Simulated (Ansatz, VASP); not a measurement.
Two plane-wave programs on Si

```xyz
2
Lattice="2.5997 0.0000 0.0000 -1.2999 2.2514 0.0000 0.0000 0.0000 4.2919" Properties=species:S:1:pos:R:3 pbc="T T T"
Si    0.0000    1.5010    1.0730
Si    1.2999    0.7505    3.2189
```

Alike in both runs: task relaxation of shape and atoms at fixed volume; functional PBEsol; k mesh 17 × 17 × 9; occupations fermi-dirac, width 0.08 eV; no spin polarisation.

|  | VASP | Ansatz |
| --- | --- | --- |
| version | VASP 6.6.1 | Ansatz 0.2.0 |
| potentials or method | VASP PAW PBE potentials, release 64 (Si) | PAW with Ansatz's default frozen-core files, scalar-relativistic |
| plane-wave cutoff (eV) | 600 | 420 |
| valence electrons in the cell | 8 | 8 |

|  | VASP | Ansatz | Ansatz less VASP |
| --- | --- | --- | --- |
| relaxed volume (Å³/atom) | 12.56 | 12.56 | 0.000 |
| relaxed cell length with the largest relative difference (Å) | 4.287 | 4.287 | -0.0003 |

Caveats: the PAW data sets were made with another functional, which shifts forces and pressure a little (VASP).
